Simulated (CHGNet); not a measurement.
## Rutile RuO2

Level of theory: the machine-learned potential CHGNet-r²SCAN (trained on r²SCAN data).

Cell (relaxed at this level):

Space group P4₂/mnm (No. 136); a = b = 4.4572 Å, c = 3.1379 Å, α = β = γ = 90.00°

```
atom  site  symmetry       x       y       z
----  ----  --------  ------  ------  ------
Ru      2a      m.mm  0.0000  0.0000  0.0000
O       4f      m.2m  0.3090  0.3090  0.0000
```

```json
{
  "lattice_constant_a": "4.457 Å",
  "c axis length": "3.138 Å"
}
```

Measured, for comparison: lattice constant a 4.497 Å, lattice parameter c 3.105 Å (room temperature, not corrected to a static lattice; as tabulated in Hiroi (2015), arXiv:1503.02262). Computed (rounded) less measured: lattice constant a -0.9 %, lattice parameter c +1.1 %. A static lattice is as a rule a little smaller and stiffer than an uncorrected measurement, which can account for part of this.

A machine-learned potential is trained on density-functional data: it inherits that level's misses and adds fitting errors of its own.

Note: the model gives imaginary modes for this phase (in the spectrum interpolated from a supercell); the model's elastic tensor is not positive definite here.
